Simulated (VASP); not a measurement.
# Vibrations of AlN: a test of the settings, part 3 of 3

Aim: test the modes of AlN against the numerical settings. The starting structure is a measured crystal structure from the Crystallography Open Database.

VASP 6.6.1.

Results so far: reference B1 (2) 732.1 cm⁻¹; a 6×6×4 mesh B1 (2) 732.5 cm⁻¹; a cutoff of 400 eV B1 (2) 728.6 cm⁻¹.

## Step 5: Modes with a 16×16×8 mesh

Level of this step: LDA; plane waves and PAW (Al, N) (VASP).

Against step 2 the input has a 16×16×8 mesh.

File INCAR:

```
SYSTEM = AlN
PREC = Accurate
ENCUT = 520
EDIFF = 1E-08
NELM = 100
ISMEAR = 0
SIGMA = 0.03
LREAL = .FALSE.
ALGO = Normal
GGA = CA
NBANDS = 14
LORBIT = 11
LWAVE = .FALSE.
LCHARG = .FALSE.
KPAR = 8
IBRION = 8
LEPSILON = .TRUE.
LPEAD = .TRUE.
ISIF = 2
```

File POSCAR:

```
AlN
1.0
    3.0917057947      0.0000000000      0.0000000000
   -1.5458528973      2.6774957593      0.0000000000
    0.0000000000      0.0000000000      4.9487592084
Al N
2 2
Direct
    0.6666666667      0.3333333333      0.5015356645
    0.3333333333      0.6666666667      0.0015356645
    0.6666666667      0.3333333333      0.8834643355
    0.3333333333      0.6666666667      0.3834643355
```

File KPOINTS:

```
Automatic mesh
0
Gamma
16 16 8
0 0 0
```

The projector-augmented-wave data sets are Al and N (LDA family, release 64).

Command:

```sh
$ mpirun -np 8 vasp_std
```

Output:

```text
[... set-up lines as in an earlier step ...]
 entering main loop
       N       E                     dE             d eps       ncg     rms          rms(c)
DAV:   1     0.415281018154E+02    0.41528E+02   -0.75452E+03  4200   0.103E+03
DAV:   2    -0.344949366254E+02   -0.76023E+02   -0.69630E+02  5870   0.194E+02
DAV:   3    -0.379538338110E+02   -0.34589E+01   -0.34455E+01  5604   0.432E+01
DAV:   4    -0.379738176411E+02   -0.19984E-01   -0.19980E-01  4704   0.399E+00
[...]
DAV:  13    -0.328413770756E+02    0.17207E-06   -0.10320E-06  5580   0.764E-03    0.960E-04
DAV:  14    -0.328413770937E+02   -0.18167E-07   -0.17659E-08  4670   0.108E-03    0.125E-03
DAV:  15    -0.328413770932E+02    0.57480E-09   -0.60108E-09  3624   0.619E-04
   1 F= -.32841377E+02 E0= -.32841377E+02  d E =-.196604E-11
 Linear response reoptimize wavefunctions to high precision
DAV:   1    -0.328413770928E+02    0.33890E-09   -0.53777E-10  3576   0.176E-04
DAV:   2    -0.328413770928E+02    0.93223E-11   -0.51984E-11  3162   0.606E-05
 Linear response to external field (no local field effect), progress :
[...]
RMM:   9    -0.235847698571E+00    0.20437E-08    0.24667E-09 55786   0.509E-05    0.284E-06
 first order change of Fermi-energy  -0.29779E+00
 force on displaced ion       3 direction 1 : -16.486   0.000  -0.000
 Born effective charge ion    3 direction 1 :  -2.510  -0.000   0.000
 Linear response progress:
  Degree of freedom:   4/  4
       N       E                     dE             d eps       ncg     rms          rms(c)
RMM:   1    -0.250651683783E+00   -0.25065E+00    0.21171E-01 11689   0.323E+00
RMM:   2    -0.249004184777E+00    0.16475E-02   -0.32545E-03  9573   0.420E-01    0.189E-01
RMM:   3    -0.249131436453E+00   -0.12725E-03   -0.20536E-03  9646   0.245E-01    0.857E-02
RMM:   4    -0.250353872506E+00   -0.12224E-02   -0.94771E-04 10219   0.157E-01    0.226E-02
[...]
RMM:  11    -0.250582618307E+00   -0.44718E-07   -0.35884E-08 11472   0.308E-05    0.160E-06
RMM:  12    -0.250582608227E+00    0.10080E-07   -0.65681E-09  9979   0.246E-05    0.851E-07
RMM:  13    -0.250582608759E+00   -0.53244E-09   -0.86843E-09  8338   0.234E-05    0.101E-07
 first order change of Fermi-energy   0.93226E+01
 force on displaced ion       3 direction 3 :   0.000  -0.000 -20.386
 Born effective charge ion    3 direction 3 :   0.000  -0.000  -2.672
 Born effective charges drift removed
 Linear response finished
```

Elapsed: 5.9 min, on 8 MPI ranks of AMD EPYC 7R43, shared host; peak memory 11 GiB; 47 min of CPU time.

OUTCAR, selected parts (step 5):

```text
  Total       -0.0016024     -0.0016024     -0.0014638     -0.0000000      0.0000000      0.0000000
  in kB       -0.0626702     -0.0626702     -0.0572481     -0.0000000      0.0000000      0.0000000
  external PRESSURE =      -0.0608628 kB  Pullay stress =       0.0000000 kB

 POSITION                                       TOTAL-FORCE (eV/Angst)
 -----------------------------------------------------------------------------------
      1.54585      0.89250      2.48198         0.000000     -0.000000     -0.000904
     -0.00000      1.78500      0.00760         0.000000     -0.000000     -0.000904
      1.54585      0.89250      4.37205        -0.000000     -0.000000      0.000904
     -0.00000      1.78500      1.89767         0.000000      0.000000      0.000904
 -----------------------------------------------------------------------------------
    total drift:                               -0.000000      0.000000     -0.000411

 MACROSCOPIC STATIC DIELECTRIC TENSOR (including local field effects in DFT)
 ------------------------------------------------------
           4.401266     0.000000    -0.000000
           0.000000     4.401266     0.000000
           0.000000    -0.000000     4.623181
 ------------------------------------------------------

 MACROSCOPIC STATIC DIELECTRIC TENSOR IONIC CONTRIBUTION
 ------------------------------------------------------
           3.535040     0.000000     0.000000
           0.000000     3.535040     0.000000
           0.000000     0.000000     4.780534
 ------------------------------------------------------

[... 1 part as in an earlier step ...]

[... 1 further part left out ...]
```

With a 16×16×8 mesh the modes are at the top B1 (2) 731.9, E1 681.5 cm⁻¹, at the bottom B1 (1) 553.5, E2 (1) 239.2 cm⁻¹, with 2 more of the listed ones between; the largest shift is -0.2 cm⁻¹, in B1 (2), from the reference.

## Step 6: Modes with finite displacements

Against step 2 the input has IBRION = 6, NFREE = 2, POTIM = 0.015, no LEPSILON and no LPEAD (also changed: NSW).

Edit INCAR of step 5 so:

```diff
@@ -15,5 +15,6 @@
 KPAR = 8
-IBRION = 8
-LEPSILON = .TRUE.
-LPEAD = .TRUE.
+IBRION = 6
+NFREE = 2
+POTIM = 0.015
+NSW = 1
 ISIF = 2
```

POSCAR is that of step 5.

File KPOINTS:

```
Automatic mesh
0
Gamma
12 12 6
0 0 0
```

Command:

```sh
$ mpirun -np 8 vasp_std
```

Output:

```text
[... set-up lines as in an earlier step ...]
 entering main loop
       N       E                     dE             d eps       ncg     rms          rms(c)
[... 15 cycles as in an earlier step ...]
   1 F= -.32841377E+02 E0= -.32841377E+02  d E =-.459289E-11
[... from here on, the cycles between the ionic steps are left out ...]
   2 F= -.32839531E+02 E0= -.32839531E+02  d E =-.104670E-10
   3 F= -.32839531E+02 E0= -.32839531E+02  d E =-.298962E-25
   4 F= -.32838867E+02 E0= -.32838867E+02  d E =-.431273E-14
   5 F= -.32838985E+02 E0= -.32838985E+02  d E =-.615675E-20
   6 F= -.32839523E+02 E0= -.32839523E+02  d E =-.143980E-22
   7 F= -.32839523E+02 E0= -.32839523E+02  d E =-.675973E-23
   8 F= -.32839141E+02 E0= -.32839141E+02  d E =-.557839E-21
   9 F= -.32839034E+02 E0= -.32839034E+02  d E =-.123857E-14
 Finite differences progress:
  Degree of freedom:   4/  4
  Displacement:        2/  2
  Total:               8/  8
```

Elapsed: 2 min, on 8 MPI ranks; peak memory 3.5 GiB.

From OUTCAR (step 6):

```text
  Total       -0.0884714     -0.0884714      0.2038886     -0.0000000      0.0000000      0.0000000
  in kB       -3.4601113     -3.4601113      7.9740735     -0.0000000      0.0000000      0.0000000
  external PRESSURE =       0.3512836 kB  Pullay stress =       0.0000000 kB

 POSITION                                       TOTAL-FORCE (eV/Angst)
 -----------------------------------------------------------------------------------
      1.54585      0.89250      2.48198        -0.000000     -0.000000     -0.108527
     -0.00000      1.78500      0.00760        -0.000000      0.000000     -0.099542
      1.54585      0.89250      4.35705         0.000000      0.000000      0.314388
     -0.00000      1.78500      1.89767        -0.000000     -0.000000     -0.106319
 -----------------------------------------------------------------------------------
    total drift:                               -0.000000      0.000000     -0.000550

  FREE ENERGIE OF THE ION-ELECTRON SYSTEM (eV)
  ---------------------------------------------------
  free  energy   TOTEN  =       -32.8390338623 eV

  energy  without entropy=      -32.8390338623  energy(sigma->0) =      -32.83903386

[... 2 parts as in an earlier step ...]

[... 1 further part left out ...]
[key lines of the parts left out:]
E-fermi :   6.2046
```

The last energy, forces and stress in OUTCAR belong to the last displaced cell, not to that of POSCAR.

With finite displacements the modes are at the top B1 (2) 731.3, E1 681.6 cm⁻¹, at the bottom B1 (1) 553.5, E2 (1) 239.3 cm⁻¹, with 2 more of the listed ones between; the largest shift is -0.8 cm⁻¹, in B1 (2), from the reference.

## Step 7: Comparison

| run | B1 (2) | E1 | E2 (2) | A1 | B1 (1) | E2 (1) | method | core minutes |
| --- | --- | --- | --- | --- | --- | --- | --- | --- |
| reference | 732.1 | 681.5 | 670.6 | 623.9 | 553.6 | 239.2 | perturbation theory | 40.9 |
| a 6×6×4 mesh | 732.5 | 681.5 | 670.7 | 623.9 | 553.8 | 239.4 | perturbation theory | 6.27 |
| a cutoff of 400 eV | 728.6 | 681.4 | 669.8 | 624.0 | 553.5 | 238.2 | perturbation theory | 12.8 |
| a 16×16×8 mesh | 731.9 | 681.5 | 670.6 | 623.9 | 553.5 | 239.2 | perturbation theory | 46.8 |
| finite displacements | 731.3 | 681.6 | 670.7 | 624.1 | 553.5 | 239.3 | finite displacements | 16.4 |

Modes are in cm⁻¹, degenerate ones as one, matched between runs by symmetry and order. A number in brackets counts the listed modes of one symmetry from the lowest. The symmetry labels come from an automatic analysis and can be wrong where levels nearly coincide. Core minutes are wall time times ranks of the run shown, on a shared host.

## Step 8: What came out

* B1 (2), reference: 732.1 cm⁻¹
* E2 (1), reference: 239.2 cm⁻¹
* B1 (2), a 6×6×4 mesh: 732.5 cm⁻¹
* E2 (1), a 6×6×4 mesh: 239.4 cm⁻¹
* B1 (2), a cutoff of 400 eV: 728.6 cm⁻¹
* E2 (1), a cutoff of 400 eV: 238.2 cm⁻¹
* B1 (2), a 16×16×8 mesh: 731.9 cm⁻¹
* E2 (1), a 16×16×8 mesh: 239.2 cm⁻¹
* B1 (2), finite displacements: 731.3 cm⁻¹
* E2 (1), finite displacements: 239.3 cm⁻¹

**Reading.** The largest change comes with a cutoff of 400 eV: -3.5 cm⁻¹ in B1 (2). On finer settings the modes change by up to -0.2 cm⁻¹ in B1 (2) with a 16×16×8 mesh. Other changes move the modes by more: +0.4 cm⁻¹ in B1 (2) with a 6×6×4 mesh, -3.5 cm⁻¹ in B1 (2) with a cutoff of 400 eV and -0.8 cm⁻¹ in B1 (2) with finite displacements. The dielectric constants and Born charges in the logs aren't compared here; at a small gap they can be far off, and in a run without a gap they mean nothing. The frequencies are harmonic, and the splitting of polar modes by their long-range field is left out. Further runs on this material are not shown.

[Lines on the potential files, build, host, timing and source positions are cut from VASP's logs without a mark.]

[Logs are printed without paths, hosts, clocks, repeated set-up lines and the standing remarks that a program may print on its own settings, such as how far it seeks lower states.]

[Hosts, paths, dates, database ids (printed as entryN), source tags and the programs' standing remarks are cut or masked in the printed files.]
